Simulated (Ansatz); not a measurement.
## Charge transition levels of the W on the Se site in WSe2, term by term

Level of theory: DFT PBE, scalar-relativistic, plane waves, PAW (Ansatz). Run with 420 eV cutoff, 2×2×2 k-mesh, Gaussian smearing of 0.01 eV, collinear spin in charge +1, -1 alone.

Host crystal, relaxed:

```yaml
crystal:
  lattice:
    - [3.32099, 0.00000, 0.00000]
    - [-1.66049, 2.87606, 0.00000]
    - [0.00000, 0.00000, 15.04382]
  atoms:
    - { symbol: W, position: [0.66667, 0.33333, 0.75000] }
    - { symbol: W, position: [0.33333, 0.66667, 0.25000] }
    - { symbol: Se, position: [0.33333, 0.66667, 0.86154] }
    - { symbol: Se, position: [0.66667, 0.33333, 0.36154] }
    - { symbol: Se, position: [0.33333, 0.66667, 0.63846] }
    - { symbol: Se, position: [0.66667, 0.33333, 0.13846] }
```

The W on the Se site was set at (0.333, 0.667, 0.862) of the host cell, in a supercell of 42 sites (1006 Å³), relaxed at fixed cell in each charge q. The host's Kohn–Sham gap is 1.45 eV and its static dielectric constant 10.3 (mean). For each charge: the supercell's free energy over the neutral one with q electrons exchanged at the valence band top, F(q) − F(0) + qE_v; the image-charge term; and the term that aligns the potential far from the defect with the host's.

Spin-orbit coupling is left out, which matters for the bands and energies of heavy elements.

| q | F(q) − F(0) + qE_v (eV) | image charge (eV) | alignment (eV) |
| --- | --- | --- | --- |
| +1 | -1.091 | 0.049 | 0.020 |
| 0 | 0.000 | 0.000 | -0.019 |
| -1 | 1.146 | 0.049 | -0.326 |

Add the terms and find the levels between neighbouring charges, ε(q/q′) = [A(q′) − A(q)]/(q − q′), with and without the two corrections.

A(q): -1.022 eV for +1, -0.019 eV for 0, 0.869 eV for -1.
```json
{"level": "(+1/0)", "corrected (eV over E_v)": "1.00", "uncorrected (eV)": "1.09"}
{"level": "(0/-1)", "corrected (eV over E_v)": "0.89", "uncorrected (eV)": "1.15"}
```

As a check, a point charge in a simple cubic cell of this volume has q²αe²/(2εL) = 0.198 q² eV (e² = 14.40 eV Å, α = 2.837, L = 10.02 Å); the shape of the real cell and the anisotropy of ε can change it somewhat. The term grows as q², so it pushes donor levels down and acceptor levels up. The program doubts the alignment for q = -1, so levels beside it are uncertain by about that term.

Which of these charges is lowest with the Fermi level at the valence band top, at mid-gap and at the conduction band bottom?

The line A(q) + qE_F that lies lowest gives the charge: +1 at E_F = 0.00 eV, +1 at E_F = 0.72 eV, -1 at E_F = 1.45 eV. The level (+1/0) lies above (0/-1), so charge 0 is never the lowest: a negative-U pattern, with a direct (+1/-1) level at 0.95 eV. In charge +1 the cell has partly filled levels, from a carrier spread over the host's bands, a defect level that the small cell broadens into a band, or a degenerate defect level that the symmetric start can't split, so the levels beside it are doubtful. Charges beyond those computed could lie lower near the band edges.

The neutral defect forms at 6.25 eV with atoms taken from and returned to the elements. What are the formation energies at those three Fermi levels, and what share of sites would hold the defect at 1200 K with E_F at mid-gap, if the host still stood at that temperature?

E_f = E_f(0) + A(q) + qE_F = 5.23, 5.95, 5.67 eV. In the dilute limit the share is exp(−E_f/k_BT) = exp(−5.954/0.1034) = 9.8×10⁻²⁶, leaving out degeneracy and vibrational entropy. Both elements stand at their elemental potentials, a limit that the host or competing compounds often put out of reach. The small cell and the narrow Kohn–Sham gap leave errors of tenths of an eV or more, which change the share by orders of magnitude.